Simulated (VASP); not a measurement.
# CaSe (F-43m) in VASP: a series of runs

Aim: see how the results for CaSe move with the level of theory and the settings. Levels: LDA, TPSSh+D4, PBE+ULG. Tasks: phonons, band structure.

Program: VASP 6.6.1. These are calculated values, not measurements. Logs are shortened: lines on timing, memory, paths and dates and some standing lists are left out, and cuts for length are marked.

### Step 1. The structure

Symmetry: F-43m, No. 216, cubic system. The conventional cell has a = 6.600 Å, b = 6.600 Å, c = 6.600 Å, α = 90.00°, β = 90.00°, γ = 90.00°. Around Se (site symmetry -43m) lie 4 Ca at 2.86 Å. Around Ca (site symmetry -43m) lie 4 Se at 2.86 Å.

The cell comes from a database or a generator and needn't be the stable form of this composition.

### Step 2. Phonons, LDA

Contents of POSCAR:

```
CaSe
1.0
    0.0000000000      3.3000000000      3.3000000000
    3.3000000000      0.0000000000      3.3000000000
    3.3000000000      3.3000000000      0.0000000000
Se Ca
1 1
Direct
    0.2500000000      0.2500000000      0.2500000000
    0.0000000000      0.0000000000      0.0000000000
```

Contents of INCAR.step1:

```
  PREC = Normal
  ENCUT = 600
  EDIFF = 1E-8
  ISMEAR = -1
  SIGMA = 0.02
  LREAL = On
  LASPH = True
  NELM = 80
  ALGO = Fast
  ISIF = 3
  LWAVE = False
  LCHARG = False
  GGA = CA
  NELECT = 15.9
  IBRION = 2
  NSW = 40
  EDIFFG = -0.002
```

Contents of INCAR.step2:

```
  PREC = Normal
  ENCUT = 600
  EDIFF = 1E-8
  ISMEAR = -1
  SIGMA = 0.02
  LREAL = On
  LASPH = True
  NELM = 80
  ALGO = Fast
  ISIF = 2
  LWAVE = False
  LCHARG = False
  GGA = CA
  NELECT = 15.9
  IBRION = 6
  NFREE = 2
  POTIM = 0.015
  NSW = 1
```

Contents of KPOINTS:

```
regular mesh
0
Gamma
  5 5 5
```

Potentials or basis: VASP PAW LDA potentials, release 64 (Se, Ca_sv).

Started as:

```console
cat potpaw_LDA.64/Se/POTCAR potpaw_LDA.64/Ca_sv/POTCAR > POTCAR
cp INCAR.step1 INCAR
mpirun -np 1 vasp_std > vasp.out
cp CONTCAR POSCAR
cp INCAR.step2 INCAR
mpirun -np 1 vasp_std > vasp.out
```

OUTCAR:

```text
PREC = Normal
   ENCUT = 600
   EDIFF = 1E-8
   ISMEAR = -1
   LREAL = On
   LASPH = True
   NELM = 80
   ISIF = 2
   GGA = CA
   NELECT = 15.9
   IBRION = 6
   NFREE = 2
   POTIM = 0.015
   NSW = 1

 ion  position               nearest neighbor table
   1  0.250  0.250  0.250-   2 2.40   2 2.40   2 2.40   2 2.40
   2  0.000  0.000  0.000-   1 2.40   1 2.40   1 2.40   1 2.40

  LATTYP: Found a face centered cubic cell.
 ALAT       =     5.5328878013

  Lattice vectors:

 A1 = (   0.0000000000,   2.7664439006,   2.7664439006)
 A2 = (   2.7664439006,   0.0000000000,   2.7664439006)
 A3 = (   2.7664439006,   2.7664439006,   0.0000000000)

Analysis of symmetry for initial positions (statically):
=====================================================================
 Subroutine PRICEL returns:
 Original cell was already a primitive cell.

 Routine SETGRP: Setting up the symmetry group for a
 face centered cubic supercell.

 Subroutine GETGRP returns: Found 24 space group operations
 (whereof 24 operations were pure point group operations)
 out of a pool of 48 trial point group operations.

The static configuration has the point symmetry T_d .

Analysis of symmetry for dynamics (positions and initial velocities):
=====================================================================
 Subroutine PRICEL returns:
 Original cell was already a primitive cell.

 Routine SETGRP: Setting up the symmetry group for a
 face centered cubic supercell.

 Subroutine GETGRP returns: Found 24 space group operations
 (whereof 24 operations were pure point group operations)
 out of a pool of 48 trial point group operations.

The dynamic configuration has the point symmetry T_d .

 Subroutine INISYM returns: Found 24 space group operations
 (whereof 24 operations are pure point group operations),
 and found     1 'primitive' translations

----------------------------------------------------------------------------------------

                                     Primitive cell

  volume of cell :      42.3444

  direct lattice vectors                    reciprocal lattice vectors
     0.000000000  2.766443901  2.766443901    -0.180737444  0.180737444  0.180737444
     2.766443901  0.000000000  2.766443901     0.180737444 -0.180737444  0.180737444
[... 267 lines left out ...]
  ---------------------------------------------------
  ext. energy  EPLUGINS =         0.00000000
  ---------------------------------------------------
  free energy    TOTEN  =        -5.96978724 eV

  energy without entropy =       -5.96546493  energy(sigma->0) =       -5.96762608

 E-fermi :   2.7100     XC(G=0): -10.0852

 val. band max:        2.7022257010   @ k =  -0.8000  -0.4000  -0.4000
 cond. band min:       5.9196644369   @ k =   0.4000   0.4000   0.0000
 fundamental gap:      3.2174387359
 Fermi energy:         2.7099827541

 k-point     1 :       0.0000    0.0000    0.0000
  band No.  band energies     occupation
      1     -34.5473      2.00000
      2     -15.9013      2.00000
      3     -15.8931      2.00000
      4     -15.8718      2.00000
      5      -8.8100      2.00000
      6       2.1571      2.00000
      7       2.1716      2.00000
      8       2.1757      2.00000
      9       7.2965      0.00000
     10       9.1572      0.00000
     11       9.2199      0.00000
     12      12.4254      0.00000
[... 331 lines left out ...]
 k-point    24 :      -0.8000   -0.4000   -0.4000
  band No.  band energies     occupation
      1     -34.5039      2.00000
      2     -16.4015      2.00000
      3     -16.0512      2.00000
      4     -16.0079      2.00000
      5      -7.4933      2.00000
      6       0.6293      2.00000
      7       2.1867      2.00000
      8       2.7022      1.19153
      9       6.1347      0.00000
     10       9.0035      0.00000
     11       9.7939      0.00000
     12      11.4132      0.00000

 [... further k-points ...]

------------------------ aborting loop because EDIFF is reached ----------------------------------------

  FORCE on cell =-STRESS in cart. coord.  units (eV):
  Direction    XX          YY          ZZ          XY          YZ          ZX
  --------------------------------------------------------------------------------------
  -------------------------------------------------------------------------------------
  Total        5.2351484     10.5767825     10.5767825      0.0000000     -0.2721497      0.0000000
  in kB      198.0815303    400.1921431    400.1921431      0.0000000    -10.2972889      0.0000000
  external PRESSURE =     332.8219388 kB  Pullay stress =       0.0000000 kB
[... 17 lines left out ...]
  FREE ENERGIE OF THE ION-ELECTRON SYSTEM (eV)
  ---------------------------------------------------
  free  energy   TOTEN  =        -5.9697872417 eV

  energy  without entropy=       -5.9654649256  energy(sigma->0) =       -5.96762608

 INTERNAL STRAIN TENSORS FROM DISPLACED ATOMS
 ============================================

 INTERNAL STRAIN TENSOR FOR ION    1 for displacements in x,y,z  (eV/Angst):
          X           Y           Z          XY          YZ          ZX
  --------------------------------------------------------------------------------
  x     0.00000     0.00000     0.00000     0.00000   -33.87619     0.00000
  y     0.00000     0.00000     0.00000     0.00000     0.00000   -33.87619
  z     0.00000     0.00000     0.00000   -33.87619     0.00000     0.00000

 INTERNAL STRAIN TENSOR FOR ION    2 for displacements in x,y,z  (eV/Angst):
          X           Y           Z          XY          YZ          ZX
  --------------------------------------------------------------------------------
  x     0.00000     0.00000     0.00000     0.00000    18.15790     0.00000
  y    -0.00000     0.00000    -0.00000     0.00000     0.00000    18.15790
  z     0.00000     0.00000     0.00000    18.15790     0.00000     0.00000

 Eigenvectors and eigenvalues of the dynamical matrix
 ----------------------------------------------------

   1 f  =   25.254202 THz   158.676834 2PiTHz  842.389520 cm-1   104.442942 meV
             X         Y         Z           dx          dy          dz
      1.383222  1.383222  1.383222    -0.058561    0.954623    0.200466
      0.000000  0.000000  0.000000    -0.012724    0.207413    0.043556
[... 21 lines left out ...]
   6 f/i=   58.895746 THz   370.052884 2PiTHz 1964.550611 cm-1   243.573123 meV
             X         Y         Z           dx          dy          dz
      1.383222  1.383222  1.383222     0.212318    0.000000    0.000000
      0.000000  0.000000  0.000000    -0.977201   -0.000000   -0.000000

 ELASTIC MODULI CONTR FROM IONIC RELAXATION (kBar)
 Direction    XX          YY          ZZ          XY          YZ          ZX
 --------------------------------------------------------------------------------
 XX          -0.0000     -0.0000     -0.0000      0.0000      0.0000     -0.0000
 YY          -0.0000     -0.0000     -0.0000      0.0000      0.0000      0.0000
 ZZ          -0.0000     -0.0000     -0.0000      0.0000      0.0000     -0.0000
 XY           0.0000      0.0000      0.0000   -150.2071     -0.0000     -0.0000
 YZ           0.0000      0.0000      0.0000     -0.0000   -150.2071     -0.0000
 ZX          -0.0000      0.0000     -0.0000     -0.0000      0.0000   -150.2071
 --------------------------------------------------------------------------------
```

OUTCAR.step1:

```text
PREC = Normal
   ENCUT = 600
   EDIFF = 1E-8
   ISMEAR = -1
   LREAL = On
   LASPH = True
   NELM = 80
   ISIF = 3
   GGA = CA
   NELECT = 15.9
   IBRION = 2
[... 680 lines left out ...]
  free energy    TOTEN  =        -7.63578067 eV

  energy without entropy =       -7.63153287  energy(sigma->0) =       -7.63365677

 E-fermi :   2.6396     XC(G=0): -10.0785

 val. band max:        2.6308480270   @ k =  -0.4000   0.4000   0.0000
 cond. band min:       5.8556153231   @ k =   0.4000   0.4000   0.0000
 fundamental gap:      3.2247672961
 Fermi energy:         2.6396345354
[... 177 lines left out ...]
  FREE ENERGIE OF THE ION-ELECTRON SYSTEM (eV)
  ---------------------------------------------------
  free  energy   TOTEN  =        -7.6357806723 eV

  energy  without entropy=       -7.6315328656  energy(sigma->0) =       -7.63365677

 reached required accuracy - stopping structural energy minimisation
```

OSZICAR.step1:

```text
N       E                     dE             d eps       ncg     rms          rms(c)
DAV:   1     0.105884145230E+03    0.10588E+03   -0.73403E+03   240   0.121E+03
DAV:   2    -0.110625507085E+01   -0.10699E+03   -0.10207E+03   256   0.276E+02
DAV:   3    -0.838233608464E+01   -0.72761E+01   -0.72191E+01   312   0.652E+01
[... 415 lines left out ...]
RMM:   6    -0.763578050788E+01   -0.11417E-06   -0.11180E-06   293   0.166E-02    0.124E-03
RMM:   7    -0.763578064158E+01   -0.13370E-06   -0.58326E-07   292   0.604E-03    0.128E-03
RMM:   8    -0.763578067563E+01   -0.34051E-07   -0.35783E-07   261   0.414E-03    0.135E-03
RMM:   9    -0.763578066401E+01    0.11621E-07   -0.31393E-07   294   0.660E-03    0.397E-04
RMM:  10    -0.763578067230E+01   -0.82853E-08   -0.81119E-08   200   0.334E-03
  15 F= -.76357807E+01 E0= -.76336568E+01  d E =-.924799E-07
```

Wall time 2.5 min (1 thread of Intel Xeon Platinum 8559C (Emerald Rapids), shared host); peak memory 0.16 GiB.

The run converged, but some of its settings lie outside the range that counts as converged, so its numbers aren't taken as properties of the crystal.

What came out:

| Quantity | Value |
| --- | --- |
| Relaxed volume | 21.17 Å³/atom |
| Relaxed cell | a = 3.912 Å, b = 3.912 Å, c = 3.912 Å, α = 60.00°, β = 60.00°, γ = 60.00° |
| Space group after relaxing (to 0.05 Å) | F-43m (No. 216) |

Caveat: the cell is charged against a uniform background, so pressure and absolute levels hang on convention; some modes are imaginary; the volume moved by over 15 % at a fixed basis, so the end points are rough.

(Part 1 of 2 ends here.)
